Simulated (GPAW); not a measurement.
Runs of GPAW 26.7.0 on V. It takes space group Im-3m (No. 229, cubic). Conventional cell: a = 3.029 Å, b = 3.029 Å, c = 3.029 Å, α = 90.00°, β = 90.00°, γ = 90.00°. V (site symmetry m-3m) is surrounded by 8 V at 2.62 Å. 

```tsv
task	level	potentials or basis	cutoff (eV)	band path	band points	grid spacing	pressure (GPa)	moment (μB)	V0 of scaled cells (Å³/atom)	B0 (GPa)
band structure	LDA	PAW data sets generated in the run's folder for this functional, pw	600	GHNGPH,PN	80	-	-16.4	0.00	-	-
equation of state	RPBE	the program's PAW data sets (release 1.2.1) made for this functional, pw	600	-	-	-	-	-	13.97	(a)
equation of state	RPBE+D3	the program's PAW data sets (release 1.2.1) made for this functional, pw	600	-	-	-	-	-	13.12	193
equation of state	vdW-DF	GPAW PAW data sets (gpaw-data 1.2.1), pw	600	-	-	-	-	-	14.30	164
band structure	BP86	PAW data sets generated in the run's folder for this functional, pw	600	GHNGPH,PN	100	-	(b)	0.00	-	-
band structure	PBE	GPAW PAW data sets (gpaw-data 1.2.1), fd	-	GHNGPH,PN	100	0.16 Å	-	0.00	-	-
equation of state	PBE	PAW data sets generated in the run's folder for this functional, pw	600	-	-	-	-	-	(c)	186
equation of state	PBE+D4	GPAW PAW data sets (gpaw-data 1.2.1), pw	600	-	-	-	-	-	13.34	193
```

Alike in all rows: spin collinear, ferromagnetic start; cell as given; k mesh 10 × 10 × 10; smearing fermi-dirac 0.05 eV.

Task: Fill in the values left out.

Result: (a) 175; (b) -4.6; (c) 13.61.

Caveats: so large a pressure means that the cell lies far from this level's equilibrium, or that cutoff or potentials fall short (some runs); the PAW data sets were made with another functional, which shifts forces and pressure a little (some runs).
